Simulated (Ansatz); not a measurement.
**Li₂Se: eigenvalues along the path**

```
CELL_PARAMETERS angstrom
0.00000 3.01248 3.01248
3.01248 0.00000 3.01248
3.01248 3.01248 0.00000
ATOMIC_POSITIONS crystal
Li 0.25000 0.25000 0.25000
Li 0.75000 0.75000 0.75000
Se 0.00000 0.00000 0.00000
```

Atom numbers follow the list: Li1, Li2, Se3.

The geometry is COD entry 1011373, unchecked; take it as a test cell. The listed cell was then made from it by scaling, straining or moving an atom.

Computed with DFT, LDA, all-electron LAPW, scalar-relativistic (Ansatz 0.2.0).

Settings: a Γ-centred 9×9×9 k mesh, Fermi–Dirac smearing of 0.03 eV, basis error target 1 meV/atom, no spin polarisation.

Path points, in fractions of the reciprocal vectors: Γ (0.000, 0.000, 0.000), X (0.500, 0.000, 0.500), U (0.625, 0.250, 0.625), K (0.375, 0.375, 0.750), L (0.500, 0.500, 0.500), W (0.500, 0.250, 0.750). Levels in eV from the valence-band top; bands 12 to 17, counted from the lowest band of the run. The gap is 2.82 eV, indirect from Γ to X (0.5, 0, 0.5).

```
# k(1/Å) point b12 b13 b14 b15 b16 b17
0.000 Γ -11.43 0.00 0.00 0.00 3.15 5.48
0.209 - -11.39 -0.40 -0.19 -0.19 3.62 5.54
0.417 - -11.28 -1.11 -0.61 -0.61 4.16 5.68
0.626 - -11.14 -1.73 -1.04 -1.04 3.72 5.87
0.834 - -11.02 -2.13 -1.34 -1.34 3.08 6.02
1.043 X -10.98 -2.26 -1.44 -1.44 2.82 6.08
1.117 - -10.98 -2.25 -1.48 -1.43 2.89 6.12
1.190 - -10.98 -2.23 -1.60 -1.40 3.07 6.25
1.264 - -10.98 -2.18 -1.75 -1.34 3.33 6.46
1.338 - -10.98 -2.13 -1.93 -1.27 3.64 6.77
1.412 U -10.98 -2.09 -2.05 -1.17 3.96 7.13
1.539 - -10.99 -2.20 -1.92 -1.20 4.29 7.05
1.667 - -10.99 -2.26 -1.77 -1.33 4.89 6.18
1.795 - -10.99 -2.26 -1.77 -1.33 4.89 6.18
1.922 - -10.99 -2.20 -1.92 -1.20 4.29 7.05
2.050 K -10.98 -2.09 -2.05 -1.17 3.96 7.13
2.271 - -11.03 -2.38 -1.72 -0.82 4.83 6.60
2.493 - -11.13 -2.19 -1.26 -0.45 5.26 5.80
2.714 - -11.27 -1.53 -0.71 -0.17 4.46 6.15
2.935 - -11.38 -0.58 -0.21 -0.03 3.65 5.66
3.156 Γ -11.43 0.00 0.00 0.00 3.15 5.48
3.337 - -11.40 -0.46 -0.06 -0.06 3.50 5.63
3.518 - -11.32 -1.33 -0.21 -0.21 4.07 5.93
3.698 - -11.21 -2.15 -0.37 -0.37 4.52 6.02
3.879 - -11.12 -2.70 -0.49 -0.49 4.81 5.90
4.059 L -11.08 -2.90 -0.53 -0.53 4.92 5.83
4.207 - -11.07 -2.85 -0.70 -0.60 5.10 5.67
4.354 - -11.04 -2.71 -1.09 -0.79 5.40 5.42
4.502 - -11.01 -2.48 -1.50 -1.09 5.18 5.72
4.649 - -10.98 -2.19 -1.79 -1.45 5.06 6.01
4.797 W -10.97 -1.89 -1.89 -1.77 5.02 6.16
4.901 - -10.97 -2.01 -1.76 -1.74 4.56 6.72
5.005 - -10.97 -2.12 -1.66 -1.64 3.88 6.79
5.110 - -10.98 -2.19 -1.56 -1.54 3.32 6.40
5.214 - -10.98 -2.24 -1.48 -1.47 2.95 6.16
5.318 X -10.98 -2.26 -1.44 -1.44 2.82 6.08
```
